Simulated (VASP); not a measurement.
# GaN (P6_3mc) in VASP: single point with PBE0

Aim: the single point of GaN with PBE0.

Everything below comes from runs of VASP 6.6.1. Logs are shortened: lines on timing, memory, paths and dates and some standing lists are left out, and cuts for length are marked.

**Measured values to compare with.**

From “Studying electronic properties in GaN without electrical contacts using γ-γ vs e−-γ Perturbed Angular Correlations”, 2019, pmc:6823545, for a bulk crystal of GaN: band gap 3.503 ± 0.005 eV (direct).

The runs below are set against these values where they give the same quantity.

**1. Starting point**

The structure is hexagonal, space group P6_3mc (No. 186). The conventional cell has a = 3.181 Å, b = 3.181 Å, c = 5.181 Å, α = 90.00°, β = 90.00°, γ = 120.00°. Ga (site symmetry 3m) is surrounded by 4 N at 1.94 to 1.95 Å. N (site symmetry 3m) is surrounded by 4 Ga at 1.94 to 1.95 Å.

The cell is a database's computed one.

**2. Single point, PBE0**

POSCAR

```
GaN
1.0
    3.1806700000      0.0000000000      0.0000000000
   -1.5903300000      2.7545400000      0.0000000000
    0.0000000000      0.0000000000      5.1815000000
Ga N
2 2
Direct
    0.6666700000      0.3333300000      0.4991600000
    0.3333300000      0.6666700000      0.9991600000
    0.6666700000      0.3333300000      0.8758400000
    0.3333300000      0.6666700000      0.3758400000
```

INCAR.step1

```
  PREC = Accurate
  ENCUT = 520
  EDIFF = 1E-5
  ISMEAR = 0
  SIGMA = 0.02
  LREAL = False
  LASPH = True
  NELM = 60
  ALGO = Normal
  ISIF = 2
  LWAVE = True
  LCHARG = False
  GGA = PE
```

INCAR.step2

```
  PREC = Accurate
  ENCUT = 520
  EDIFF = 1E-6
  ISMEAR = 0
  SIGMA = 0.02
  LREAL = False
  LASPH = True
  NELM = 60
  ALGO = Normal
  ISIF = 2
  LWAVE = False
  LCHARG = False
  GGA = PE
  LHFCALC = True
  AEXX = 0.25
  PRECFOCK = Fast
  HFRCUT = -1
  ISTART = 1
```

KPOINTS

```
regular mesh
0
Gamma
  6 6 4
```

Potentials or basis: VASP PAW PBE potentials, release 64 (Ga_d, N).

Run with:

```sh
$ cat potpaw_PBE.64/Ga_d/POTCAR potpaw_PBE.64/N/POTCAR > POTCAR
$ cp INCAR.step1 INCAR
$ mpirun -np 1 vasp_std > vasp.out
$ cp INCAR.step2 INCAR
$ mpirun -np 1 vasp_std > vasp.out
```

OUTCAR:

```text
PREC = Accurate
   ENCUT = 520
   EDIFF = 1E-6
   ISMEAR = 0
   LREAL = False
   LASPH = True
   NELM = 60
   ISIF = 2
   GGA = PE
   LHFCALC = True
   AEXX = 0.25
   PRECFOCK = Fast
   ISTART = 1

 ion  position               nearest neighbor table
   1  0.667  0.333  0.499-   4 1.94   4 1.94   4 1.94   3 1.95
   2  0.333  0.667  0.999-   3 1.94   3 1.94   3 1.94   4 1.95
   3  0.667  0.333  0.876-   2 1.94   2 1.94   2 1.94   1 1.95
   4  0.333  0.667  0.376-   1 1.94   1 1.94   1 1.94   2 1.95

  LATTYP: Found a hexagonal cell.
 ALAT       =     3.1806700000
 C/A-ratio  =     1.6290592863

  Lattice vectors:

 A1 = (   3.1806700000,   0.0000000000,   0.0000000000)
 A2 = (  -1.5903300000,   2.7545400000,   0.0000000000)
 A3 = (   0.0000000000,   0.0000000000,   5.1815000000)

Analysis of symmetry for initial positions (statically):
=====================================================================
 Subroutine PRICEL returns:
 Original cell was already a primitive cell.

 Routine SETGRP: Setting up the symmetry group for a
 hexagonal supercell.

 Subroutine GETGRP returns: Found  4 space group operations
 (whereof  2 operations were pure point group operations)
 out of a pool of 24 trial point group operations.

The static configuration has the point symmetry C_1h.
 The point group associated with its full space group is C_2v.

Analysis of symmetry for dynamics (positions and initial velocities):
=====================================================================
 Subroutine PRICEL returns:
 Original cell was already a primitive cell.

 Routine SETGRP: Setting up the symmetry group for a
 hexagonal supercell.

 Subroutine GETGRP returns: Found  4 space group operations
 (whereof  2 operations were pure point group operations)
 out of a pool of 24 trial point group operations.

The dynamic configuration has the point symmetry C_1h.
 The point group associated with its full space group is C_2v.

 Subroutine INISYM returns: Found  4 space group operations
 (whereof  2 operations are pure point group operations),
 and found     1 'primitive' translations

----------------------------------------------------------------------------------------

                                     Primitive cell

  volume of cell :      45.3966

  direct lattice vectors                    reciprocal lattice vectors
     3.180670000  0.000000000  0.000000000     0.314399167  0.181517941  0.000000000
    -1.590330000  2.754540000  0.000000000     0.000000000  0.363037023  0.000000000
     0.000000000  0.000000000  5.181500000     0.000000000  0.000000000  0.192994307

  length of vectors
     3.180670000  3.180666616  5.181500000     0.363036636  0.363037023  0.192994307

  position of ions in fractional coordinates (direct lattice)
     0.666670000  0.333330000  0.499160000
     0.333330000  0.666670000  0.999160000
     0.666670000  0.333330000  0.875840000
     0.333330000  0.666670000  0.375840000

  ion indices of the primitive-cell ions
   primitive index   ion index
                 1           1
                 2           2
                 3           3
                 4           4

----------------------------------------------------------------------------------------

 KPOINTS: regular mesh

Automatic generation of k-mesh.
 Grid dimensions read from file:
 generate k-points for:    6    6    4

 Generating k-lattice:

  Cartesian coordinates                     Fractional coordinates (reciprocal lattice)
     0.052399861  0.030252990  0.000000000     0.166666667  0.000000000  0.000000000
     0.000000000  0.060506170  0.000000000     0.000000000  0.166666667  0.000000000
     0.000000000  0.000000000  0.048248577     0.000000000  0.000000000  0.250000000

  Length of vectors
     0.060506106  0.060506170  0.048248577

  Shift w.r.t. Gamma in fractional coordinates (k-lattice)
     0.000000000  0.000000000  0.000000000

 Subroutine IBZKPT returns following result:
 ===========================================

 Found     39 irreducible k-points:

 Following reciprocal coordinates:
            Coordinates               Weight
  0.000000  0.000000  0.000000      1.000000
  0.166667 -0.000000  0.000000      4.000000
 -0.166667  0.166667  0.000000      2.000000
  0.333333 -0.000000  0.000000      4.000000
 -0.333333  0.333333  0.000000      2.000000
  0.500000 -0.000000  0.000000      2.000000
[... 16 lines left out ...]
  0.333333  0.166667  0.250000      8.000000
 -0.166667  0.500000  0.250000      8.000000
 [... further k-points ...]
   k-points           NKPTS =     39   k-points in BZ     NKDIM =    144   number of bands    NBANDS=     22
   number of dos      NEDOS =    301   number of ions     NIONS =      4
   total plane-waves  NPLWV =  23040
   dimension x,y,z NGX =    24 NGY =   24 NGZ =   40
   dimension x,y,z NGXF=    48 NGYF=   48 NGZF=   80
   ions per type =               2   2
   NGX,Y,Z   is equivalent  to a cutoff of  12.54, 12.54, 12.83 a.u.
   NGXF,Y,Z  is equivalent  to a cutoff of  25.09, 25.09, 25.67 a.u.
 SYSTEM =  unknown system
   PREC   = accura    normal or accurate (medium, high low for compatibility)
   ISTART =      1    job   : 0-new  1-cont  2-samecut
   ICHARG =      0    charge: 1-file 2-atom 10-const
   ISPIN  =      1    spin polarized calculation?
   LNONCOLLINEAR =      F non collinear calculations
   LSORBIT =      F    spin-orbit coupling
   LASPH  =      T    aspherical Exc in radial PAW
   ENCUT  =  520.0 eV  38.22 Ry    6.18 a.u.   5.91  5.91  9.63*2*pi/ulx,y,z
   NELM   =     60;   NELMIN=  2; NELMDL=  0     # of ELM steps
   EDIFF  = 0.1E-05   stopping-criterion for ELM
   LREAL  =      F    real-space projection
   EDIFFG = 0.1E-04   stopping-criterion for IOM
   NSW    =      0    number of steps for IOM
   IBRION =     -1    ionic relax: 0-MD 1-quasi-New 2-CG
   NFREE  =      0    steps in history (QN), initial steepest desc. (CG)
   ISIF   =      2    stress and relaxation
   ISYM   =      3    0-nonsym 1-usesym 2-fastsym
   POTIM  = 0.5000    time-step for ionic-motion
   TEBEG  =    0.0;   TEEND  =   0.0 temperature during run
   PSTRESS=    0.0 pullay stress
   NELECT =      36.0000    total number of electrons
   NUPDOWN=      -1.0000    fix difference up-down
   EMIN   =  10.00;   EMAX   =-10.00  energy-range for DOS
   EFERMI =   0.00;   METHOD = LEGACY
   ISMEAR =     0;   SIGMA  =   0.02  broadening in eV -4-tet -1-fermi 0-gaus
   EFERMI_NEDOS =   21; number of points for ismear=-14 and -15
   IALGO  =     38    algorithm
   IMIX   =      1    mixing-type and parameters
     AMIX     =   0.40;   BMIX     =  1.00
     AMIX_MAG =   1.60;   BMIX_MAG =  1.00
  volume/ion in A,a.u.               =      11.35        76.59
  Fermi-wavevector in a.u.,A,eV,Ry     =   1.515309  2.863519 31.241181  2.296162
  Thomas-Fermi vector in A             =   2.624850
   LORBIT       =      0    0 simple, 1 ext, 2 COOP (PROOUT), +10 PAW based schemes
   GGA     = PE    functional components
   LHFCALC =     T    Hartree Fock is set to
   PRECFOCK=fast      Normal, Fast or Accurate (Low or Medium for compatibility)
   ENCUT4O =  -1.0   cutoff for four orbital integrals eV
   NKREDX  =     1    reduce k-point grid by
   NKREDY  =     1    reduce k-point grid by
   NKREDZ  =     1    reduce k-point grid by
   AEXX    =    0.2500 exact exchange contribution
   HFSCREEN=    0.0000 screening length (either q_TF or 0.3 A-1)
   HFSCREENC=   0.0000 screening length for correlation (either q_TF or 0.3 A-1)
   ENCUTFOCK=  -1.0 apply spherical cutoff to Coloumb kernel
   IVDW    =     0    specifies the selected vdW correction
   LEPSILON=     F    determine dielectric tensor
   LRPA    =     F    only Hartree local field effects (RPA)
 non-spin polarized calculation
 Gauss-broadening in eV      SIGMA  =   0.02
  energy-cutoff  :      520.00
  volume of cell :       45.40
 maximum number of plane-waves:      1248
  NGX = 14; NGY = 14; NGZ = 24

 number of electron      35.9999996 magnetization

 Free energy of the ion-electron system (eV)
  ---------------------------------------------------
  ext. energy  EPLUGINS =         0.00000000
  ---------------------------------------------------
  free energy    TOTEN  =       -31.34217934 eV

  energy without entropy =      -31.34217934  energy(sigma->0) =      -31.34217934

 E-fermi :   4.2910     XC(G=0):  -9.1890

 val. band max:        4.1854354574   @ k =   0.0000   0.0000   0.0000
 cond. band min:       8.1188609746   @ k =   0.0000   0.0000   0.0000
 fundamental gap:      3.9334255172
 Fermi energy:         4.2909799238

 k-point     1 :       0.0000    0.0000    0.0000
  band No.  band energies     occupation
      1     -13.4019      2.00000
      2     -12.7444      2.00000
      3     -11.4158      2.00000
      4     -11.3988      2.00000
      5     -11.3988      2.00000
      6     -11.3377      2.00000
[... 14 lines left out ...]
     21      15.9531      0.00000
     22      16.4553      0.00000

 k-point     2 :       0.1667   -0.0000    0.0000
  band No.  band energies     occupation
      1     -13.1720      2.00000
      2     -12.7055      2.00000
      3     -11.3848      2.00000
      4     -11.3652      2.00000
      5     -11.3107      2.00000
      6     -11.2893      2.00000
[... 14 lines left out ...]
     21      14.6840      0.00000
     22      15.4734      0.00000

 k-point     3 :      -0.1667    0.1667    0.0000
  band No.  band energies     occupation
      1     -13.1720      2.00000
      2     -12.7055      2.00000
      3     -11.3848      2.00000
      4     -11.3652      2.00000
      5     -11.3107      2.00000
      6     -11.2893      2.00000
[... 14 lines left out ...]
     21      14.6838      0.00000
     22      15.4733      0.00000
[... 476 lines left out ...]
 k-point    23 :       0.3333    0.1667    0.2500
  band No.  band energies     occupation
      1     -12.6900      2.00000
      2     -12.6359      2.00000
      3     -11.3337      2.00000
      4     -11.3057      2.00000
      5     -11.2490      2.00000
      6     -11.1970      2.00000
[... 14 lines left out ...]
     21      13.7694      0.00000
     22      14.7979      0.00000

 k-point    24 :      -0.1667    0.5000    0.2500
  band No.  band energies     occupation
      1     -12.6900      2.00000
      2     -12.6359      2.00000
      3     -11.3337      2.00000
      4     -11.3057      2.00000
      5     -11.2490      2.00000
      6     -11.1970      2.00000
[... 14 lines left out ...]
     21      13.7695      0.00000
     22      14.7979      0.00000

 [... further k-points ...]

------------------------ aborting loop because EDIFF is reached ----------------------------------------

  FORCE on cell =-STRESS in cart. coord.  units (eV):
  Direction    XX          YY          ZZ          XY          YZ          ZX
  --------------------------------------------------------------------------------------
  -------------------------------------------------------------------------------------
  Total        0.0920269      0.0927066     -0.0209572      0.0005888      0.0000000      0.0000000
  in kB        3.2478981      3.2718839     -0.7396419      0.0207804      0.0000000      0.0000000
  external PRESSURE =       1.9267134 kB  Pullay stress =       0.0000000 kB

 VOLUME and BASIS-vectors are now :
 -----------------------------------------------------------------------------
  energy-cutoff  :      520.00
  volume of cell :       45.40
      direct lattice vectors                 reciprocal lattice vectors
     3.180670000  0.000000000  0.000000000     0.314399167  0.181517941  0.000000000
    -1.590330000  2.754540000  0.000000000     0.000000000  0.363037023  0.000000000
     0.000000000  0.000000000  5.181500000     0.000000000  0.000000000  0.192994307

 POSITION                                       TOTAL-FORCE (eV/Angst)
 -----------------------------------------------------------------------------------
      1.59035      0.91817      2.58640        -0.000403      0.000233     -0.015162
     -0.00001      1.83637      5.17715         0.000403     -0.000233     -0.015162
      1.59035      0.91817      4.53816        -0.000414      0.000239      0.015162
     -0.00001      1.83637      1.94741         0.000414     -0.000239      0.015162
 -----------------------------------------------------------------------------------
    total drift:                               -0.000001     -0.000001     -0.001440

  FREE ENERGIE OF THE ION-ELECTRON SYSTEM (eV)
  ---------------------------------------------------
  free  energy   TOTEN  =       -31.3421793392 eV

  energy  without entropy=      -31.3421793392  energy(sigma->0) =      -31.34217934
```

It took 1.8 h on 1 thread of AMD EPYC 7R13 (Zen 3), shared host; peak memory 0.17 GiB.

What came out:

- Free energy: -31.3422 eV
- Pressure: 0.2 GPa
- Largest force: 0.015 eV/Å
- Band gap on the k mesh: 3.93 eV, direct

Forces on the atoms (eV/Å):
```
Ga   0.000  0.000 -0.015
Ga   0.000  0.000 -0.015
N    0.000  0.000  0.015
N    0.000  0.000  0.015
```

Stress tensor (GPa, compression positive):
```
 0.32  0.00  0.00
 0.00  0.33  0.00
 0.00  0.00 -0.07
```

Caveat: the PAW data sets were made with another functional, which shifts forces and pressure a little.

**3. How close it comes**

Step 2. Against the measured gap of GaN, 3.503 eV (direct; quoted in “Studying electronic properties in GaN without electrical contacts using γ-γ vs e−-γ Perturbed Angular Correlations”, 2019, pmc:6823545), the calculated 3.93 eV is off by +0.43 eV. Spin-orbit coupling on Ga is left out. The value is that of PBE0, without temperature or zero-point motion. The cell is a database's relaxed one, not the measured one, which moves gaps too.
